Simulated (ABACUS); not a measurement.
# BN (P6_3mc) in ABACUS: reference runs

Aim: a first look at BN with PBE, on the cell as given and on a disturbed one.

Program: ABACUS 3.10.1. These are calculated values, not measurements. Logs are shortened: lines on timing, memory, paths and dates and some standing lists are left out, and cuts for length are marked.

## 1. The crystal as given

Symmetry: P6_3mc, No. 186, hexagonal system. The conventional cell has a = 2.554 Å, b = 2.554 Å, c = 4.227 Å, α = 90.00°, β = 90.00°, γ = 120.00°. N (site symmetry 3m) has 4 B at 1.57 to 1.58 Å as nearest neighbours. B (site symmetry 3m) has 4 N at 1.57 to 1.58 Å as nearest neighbours.

Measurements of this composition are mostly on another form, of space group No. 194.

## 2. Single point, PBE

INPUT

```
INPUT_PARAMETERS
suffix              BN
calculation         scf
basis_type          pw
pseudo_dir          ./
symmetry            1
dft_functional      pbe
ecutwfc             84
pseudo_rcut         10
nspin               1
nbands              12
ks_solver           dav
smearing_method     fd
smearing_sigma      0.00367493
scf_thr             1e-08
scf_nmax            100
mixing_type         broyden
mixing_beta         0.7
cal_force           1
cal_stress          1
kpar                4
```

STRU

```
ATOMIC_SPECIES
N 14.0070 N.upf
B 10.8100 B.upf

LATTICE_CONSTANT
1.8897261246

LATTICE_VECTORS
2.5539396017 0.0000000000 0.0000000000
-1.2769698009 2.2117765748 0.0000000000
0.0000000000 0.0000000000 4.2268550000

ATOMIC_POSITIONS
Direct

N
0.0
2
0.3333333333 0.6666666667 0.1252760000 1 1 1
0.6666666667 0.3333333333 0.6252760000 1 1 1

B
0.0
2
0.3333333333 0.6666666667 0.4997240000 1 1 1
0.6666666667 0.3333333333 0.9997240000 1 1 1
```

KPT

```
K_POINTS
0
Gamma
12 12 6 0 0 0
```

Potentials or basis: PseudoDojo NC SR 0.4.1 PBE standard, plane waves.

Started as:

```
$ OMP_NUM_THREADS=1 mpirun -np 4 abacus > log
```

running log:

```text
ABACUS v3.10.1

               Atomic-orbital Based Ab-initio Computation at UStc

 ------------------------------------------------------------------------------------

 READING GENERAL INFORMATION
                           global_out_dir = OUT.BN/
                           global_in_card = INPUT
                               pseudo_dir = ./
                              orbital_dir =
                                    DSIZE = 4
                                    GSIZE = 1

 READING UNITCELL INFORMATION
                                    ntype = 2
                  lattice constant (Bohr) = 1.88973
              lattice constant (Angstrom) = 1

 READING ATOM TYPE 1
                               atom label = N
                      L=0, number of zeta = 1
                      L=1, number of zeta = 1
                      L=2, number of zeta = 1
             number of atom for this type = 2

 READING ATOM TYPE 2
                               atom label = B
                      L=0, number of zeta = 1
                      L=1, number of zeta = 1
                      L=2, number of zeta = 1
             number of atom for this type = 2

                        TOTAL ATOM NUMBER = 4
DIRECT COORDINATES
    atom                   x                   y                   z     mag                  vx                  vy                  vz
taud_N1            0.3333333333        0.6666666667        0.1252760000  0.0000        0.0000000000        0.0000000000        0.0000000000
taud_N2            0.6666666667        0.3333333333        0.6252760000  0.0000        0.0000000000        0.0000000000        0.0000000000
taud_B1            0.3333333333        0.6666666667        0.4997240000  0.0000        0.0000000000        0.0000000000        0.0000000000
taud_B2            0.6666666667        0.3333333333        0.9997240000  0.0000        0.0000000000        0.0000000000        0.0000000000

                          Volume (Bohr^3) = 161.126
                             Volume (A^3) = 23.8764

 Lattice vectors: (Cartesian coordinate: in unit of a_0)
             +2.55394                  +0                  +0
             -1.27697            +2.21178                  +0
                   +0                  +0            +4.22685
 Reciprocal vectors: (Cartesian coordinate: in unit of 2 pi/a_0)
            +0.391552           +0.226063                  -0
                   -0           +0.452125                  -0
                   +0                  -0           +0.236583
 The esolver type has been set to : ksdft_pw

                PAO radial cut off (Bohr) = 10

 Read in pseudopotential file is N.upf
                     pseudopotential type = NC
          exchange-correlation functional = PBE
                 nonlocal core correction = 1
[... 205 lines left out ...]
 number of pseudo atomic orbitals for N is 2
WARNING: norm of atomic wavefunction # 2 of atomic type N is 0.999999, renormalized

 number of pseudo atomic orbitals for B is 2
WARNING: norm of atomic wavefunction # 2 of atomic type B is 0.999877, renormalized

 -------------------------------------------
 SELF-CONSISTENT
 -------------------------------------------
                                 init_chg = atomic

 PW ALGORITHM --------------- ION=   1  ELEC=   1--------------------------------

 Density error is 0.425469486836
                          Error Threshold = 0.01
----------------------------------------------------------
     Energy           Rydberg                 eV
----------------------------------------------------------
 E_KohnSham     -53.4950147347       -727.8370149863
 E_Harris       -51.3934850250       -699.2442364181
 E_Fermi        0.8276931797         11.2613434398
----------------------------------------------------------
[... 63 lines left out ...]
 Density error is 4.16457291329e-09
                          Error Threshold = 2.31791095923e-10
----------------------------------------------------------
     Energy           Rydberg                 eV
----------------------------------------------------------
 E_KohnSham     -53.6061520311       -729.3491154773
 E_KS(sigma->0) -53.6061520311       -729.3491154773
 E_Harris       -53.6060185650       -729.3472995773
 E_band         3.7341011615         50.8050527054
 E_one_elec     9.0107461448         122.5974908002
 E_Hartree      7.2724803746         98.9471716876
 E_xc           -17.4604844027       -237.5620777173
 E_Ewald        -52.4288941477       -713.3317002478
 E_entropy(-TS) -0.0000000000        -0.0000000000
 E_descf        0.0000000000         0.0000000000
 E_exx          0.0000000000         0.0000000000
 E_Fermi        0.9190079705         12.5037449059
----------------------------------------------------------

 charge density convergence is achieved
 final etot is -729.34911548 eV
 EFERMI = 12.503744906 eV

 STATE ENERGY(eV) AND OCCUPATIONS    NSPIN == 1
 1/19 kpoint (Cartesian) = 0.0000 0.0000 0.0000 (2081 pws)
       1       -9.12353     0.00231481
       2       -5.01801     0.00231481
       3       0.325498     0.00231481
       4        9.04455     0.00231481
       5        9.04455     0.00231481
       6        10.8694     0.00231481
       7        11.1437     0.00231481
       8        11.1437     0.00231481
       9        19.5381    1.84087e-64
      10        19.5381    1.84087e-64
      11        19.7222    4.63327e-66
      12        20.6270    6.41216e-74
[... 57 lines left out ...]
 6/19 kpoint (Cartesian) = -0.16315 0.094193 0.0000 (2106 pws)
       1       -5.76544      0.0138889
       2       -3.52779      0.0138889
       3        1.94431      0.0138889
       4        3.52206      0.0138889
       5        4.25602      0.0138889
       6        6.35003      0.0138889
       7        7.42480      0.0138889
       8        9.16734      0.0138889
       9        17.9662    4.96884e-50
      10        19.3813    2.53941e-62
      11        21.7460    7.33839e-83
      12        22.7024        0.00000

[... levels at 13 further k points ...]

------------------------------------------------------------------------------------------
 TOTAL-FORCE (eV/Angstrom)
------------------------------------------------------------------------------------------
                        N1         0.0000000000         0.0000000000        -0.0148434906
                        N2         0.0000000000         0.0000000000        -0.0148434906
                        B1         0.0000000000         0.0000000000         0.0148434906
                        B2         0.0000000000         0.0000000000         0.0148434906
------------------------------------------------------------------------------------------

----------------------------------------------------------------
 TOTAL-STRESS (KBAR)
----------------------------------------------------------------
        -1.4121514401        -0.0000000000         0.0000000000
        -0.0000000000        -1.4121514402        -0.0000000000
         0.0000000000        -0.0000000000        -9.8633035028
----------------------------------------------------------------
 TOTAL-PRESSURE: -4.229202 KBAR

 --------------------------------------------
 !FINAL_ETOT_IS -729.3491154773436165 eV
 --------------------------------------------
```

stdout:

```text
ABACUS v3.10.1

               Atomic-orbital Based Ab-initio Computation at UStc

 UNIFORM GRID DIM        : 30 * 30 * 48
 UNIFORM GRID DIM(BIG)   : 30 * 30 * 48
 ---------------------------------------------------------
[... 25 lines left out ...]
----------------------------------------------------------------
 TOTAL-STRESS (KBAR)
----------------------------------------------------------------
        -1.4121514401        -0.0000000000         0.0000000000
        -0.0000000000        -1.4121514402        -0.0000000000
         0.0000000000        -0.0000000000        -9.8633035028
----------------------------------------------------------------
 TOTAL-PRESSURE: -4.229202 KBAR
```

It took 9.9 s on 4 MPI ranks of Intel Xeon Platinum 8488C (Sapphire Rapids), shared host; peak memory 0.28 GiB.

What came out:

| Quantity | Value |
| --- | --- |
| Free energy | -729.3491 eV |
| Pressure | -0.4 GPa |
| Largest force | 0.015 eV/Å |
| Band gap on the k mesh | 5.27 eV, indirect (least direct gap 8.29 eV) |

Forces on the atoms (eV/Å):
```
N    0.000  0.000 -0.015
N    0.000  0.000 -0.015
B    0.000  0.000  0.015
B    0.000  0.000  0.015
```

Stress tensor (GPa, compression positive):
```
-0.14  0.00  0.00
 0.00 -0.14  0.00
 0.00  0.00 -0.99
```

Caveat: there are fewer bands than atomic start orbitals, so a level may be missed at k points of high symmetry. A k mesh can miss the band edges.

## 3. Single point, PBE (atoms moved at random, drawn with an rms of 0.05 Å)

INPUT is that of step 2.

STRU

```
ATOMIC_SPECIES
N 14.0070 N.upf
B 10.8100 B.upf

LATTICE_CONSTANT
1.8897261246

LATTICE_VECTORS
2.5539396017 0.0000000000 0.0000000000
-1.2769698009 2.2117765748 0.0000000000
0.0000000000 0.0000000000 4.2268550000

ATOMIC_POSITIONS
Direct

N
0.0
2
0.3334880000 0.6536870000 0.1223270000 1 1 1
0.6682570000 0.3213090000 0.6214650000 1 1 1

B
0.0
2
0.3232690000 0.6717890000 0.4884910000 1 1 1
0.6967360000 0.3469010000 0.9952160000 1 1 1
```

KPT is that of step 2.

Potentials or basis: PseudoDojo NC SR 0.4.1 PBE standard, plane waves.

Started as:

```
$ OMP_NUM_THREADS=1 mpirun -np 4 abacus > log
```

running log:

```text
ABACUS v3.10.1

               Atomic-orbital Based Ab-initio Computation at UStc

 ------------------------------------------------------------------------------------

 READING GENERAL INFORMATION
                           global_out_dir = OUT.BN/
                           global_in_card = INPUT
                               pseudo_dir = ./
                              orbital_dir =
                                    DSIZE = 4
                                    GSIZE = 1

 READING UNITCELL INFORMATION
                                    ntype = 2
                  lattice constant (Bohr) = 1.88973
              lattice constant (Angstrom) = 1

 READING ATOM TYPE 1
                               atom label = N
                      L=0, number of zeta = 1
                      L=1, number of zeta = 1
                      L=2, number of zeta = 1
             number of atom for this type = 2

 READING ATOM TYPE 2
                               atom label = B
                      L=0, number of zeta = 1
                      L=1, number of zeta = 1
                      L=2, number of zeta = 1
             number of atom for this type = 2

                        TOTAL ATOM NUMBER = 4
DIRECT COORDINATES
    atom                   x                   y                   z     mag                  vx                  vy                  vz
taud_N1            0.3334880000        0.6536870000        0.1223270000  0.0000        0.0000000000        0.0000000000        0.0000000000
taud_N2            0.6682570000        0.3213090000        0.6214650000  0.0000        0.0000000000        0.0000000000        0.0000000000
taud_B1            0.3232690000        0.6717890000        0.4884910000  0.0000        0.0000000000        0.0000000000        0.0000000000
taud_B2            0.6967360000        0.3469010000        0.9952160000  0.0000        0.0000000000        0.0000000000        0.0000000000

                          Volume (Bohr^3) = 161.126
                             Volume (A^3) = 23.8764

 Lattice vectors: (Cartesian coordinate: in unit of a_0)
             +2.55394                  +0                  +0
[... 220 lines left out ...]
----------------------------------------------------------
 E_KohnSham     -53.4835133292       -727.6805303367
 E_Harris       -51.3664355621       -698.8762095946
 E_Fermi        0.8027330892         10.9217439868
----------------------------------------------------------
[... 75 lines left out ...]
 Density error is 1.27609349064e-09
                          Error Threshold = 8.66095282654e-11
----------------------------------------------------------
     Energy           Rydberg                 eV
----------------------------------------------------------
 E_KohnSham     -53.5968948582       -729.2231651783
 E_KS(sigma->0) -53.5968948582       -729.2231651783
 E_Harris       -53.5967931029       -729.2217807262
 E_band         3.7312184718         50.7658316996
 E_one_elec     8.9905375865         122.3225392593
 E_Hartree      7.2828685389         99.0885099144
 E_xc           -17.4633732226       -237.6013821284
 E_Ewald        -52.4069277610       -713.0328322236
 E_entropy(-TS) 0.0000000000         0.0000000000
 E_descf        0.0000000000         0.0000000000
 E_exx          0.0000000000         0.0000000000
 E_Fermi        1.0555703840         14.3617718625
----------------------------------------------------------

 charge density convergence is achieved
 final etot is -729.22316518 eV
 EFERMI = 14.361771863 eV

 STATE ENERGY(eV) AND OCCUPATIONS    NSPIN == 1
 1/109 kpoint (Cartesian) = 0.0000 0.0000 0.0000 (2081 pws)
       1       -9.13254     0.00231481
       2       -5.02888     0.00231481
       3       0.273391     0.00231481
       4        8.65095     0.00231481
       5        9.37735     0.00231481
       6        10.5947     0.00231481
       7        11.0320     0.00231481
       8        11.6284     0.00231481
       9        19.0562    3.87975e-44
      10        19.5974    7.74109e-49
      11        19.9194    1.23438e-51
      12        20.8080    2.36063e-59
[... 57 lines left out ...]
 6/109 kpoint (Cartesian) = 0.16315 0.094193 0.0000 (2106 pws)
       1       -5.77559     0.00462963
       2       -3.57432     0.00462963
       3        1.91765     0.00462963
       4        3.49037     0.00462963
       5        4.09353     0.00462963
       6        6.58745     0.00462963
       7        7.13657     0.00462963
       8        9.51647     0.00462963
       9        17.9852    1.56035e-34
      10        19.3193    4.02338e-46
      11        21.4211    2.23254e-64
      12        22.8234    1.47580e-76

[... levels at 103 further k points ...]

------------------------------------------------------------------------------------------
 TOTAL-FORCE (eV/Angstrom)
------------------------------------------------------------------------------------------
                        N1         0.7361874469         1.2440625968        -0.3534690275
                        N2        -0.5987903156         0.9246289086        -0.3483086273
                        B1         1.0474902533        -0.8264073192         1.0402268639
                        B2        -1.1848873846        -1.3422841862        -0.3384492091
------------------------------------------------------------------------------------------

----------------------------------------------------------------
 TOTAL-STRESS (KBAR)
----------------------------------------------------------------
        18.3702428000        10.8507623998         7.7090731755
        10.8507623998        10.1087075942        11.8767791852
         7.7090731755        11.8767791852        -1.3816601363
----------------------------------------------------------------
 TOTAL-PRESSURE: 9.032430 KBAR

 --------------------------------------------
 !FINAL_ETOT_IS -729.2231651782512927 eV
 --------------------------------------------
```

Wall time 56 s (4 MPI ranks of Intel Xeon Platinum 8488C (Sapphire Rapids), shared host); peak memory 0.44 GiB.

Results:

- Free energy: -729.2232 eV
- Pressure: 0.9 GPa
- Largest force: 1.822 eV/Å
- Band gap on the k mesh: 4.54 eV, indirect (least direct gap 7.43 eV)

Forces on the atoms (eV/Å):
```
N    0.736  1.244 -0.353
N   -0.599  0.925 -0.348
B    1.047 -0.826  1.040
B   -1.185 -1.342 -0.338
```

Stress tensor (GPa, compression positive):
```
 1.84  1.09  0.77
 1.09  1.01  1.19
 0.77  1.19 -0.14
```

Levels at points of the mesh, in eV from the valence-band top:
| k point | band 5 | band 6 | band 7 | band 8 |
| --- | --- | --- | --- | --- |
| (0.00, 0.00, 0.00) | -2.25 | -1.03 | -0.60 | 0.00 |
| (0.50, 0.00, 0.00) | -7.37 | -5.22 | -5.14 | -2.24 |
| (0.00, 0.50, 0.00) | -7.42 | -5.47 | -4.89 | -2.45 |
| (0.50, 0.50, 0.00) | -7.44 | -5.47 | -4.84 | -2.57 |
| (0.00, 0.00, 0.50) | -2.28 | -1.90 | -1.20 | -0.95 |
| (0.50, 0.00, 0.50) | -4.44 | -4.26 | -3.89 | -3.67 |
| (0.00, 0.50, 0.50) | -4.57 | -4.30 | -4.00 | -3.72 |
| (0.50, 0.50, 0.50) | -4.55 | -4.32 | -4.07 | -3.77 |

Caveat: there are fewer bands than atomic start orbitals, so a level may be missed at k points of high symmetry. A k mesh can miss the band edges.
